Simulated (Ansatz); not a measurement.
Input of an Ansatz 0.2.0 run:

The input input.yaml:

```yaml
crystal:
  lattice:
    - [-1.5186, 1.536375, 1.54728]
    - [1.54172, -1.564492, 1.598517]
    - [1.572978, 1.61887, -1.575397]
  atoms:
    - { symbol: Zn, position_ang: [0.0, 0.0, 0.0] }
kpoints:
  mp_grid: { grid: [12, 12, 12] }
scf:
  occupations: { method: methfessel_paxton, width: 0.15 }
hamiltonian:
  xc: rpbe
  pseudopotentials: { kind: all_electron, datasets: crystal }
output:
  forces: true
  stress: true
  eigenvalues: true
  write_potential: true
  volumetric_format: npy
```

Potentials or basis: all-electron PAW datasets made for the crystal.

The run is started by

```console
$ ansatz run input.yaml --threads 1 --pin off --max-ram 2560MiB --backend cpu --events-out ev --progress --plain --runs-dir out
```

Task: What does it give for the band gap on the k mesh?

Result: None (metal or under the smearing width).

Task: Predict the pressure.

Result: 2.5 GPa.

Stress tensor (GPa, compression positive):
```
 2.80  0.27  0.48
 0.27  2.47 -0.22
 0.48 -0.22  2.18
```
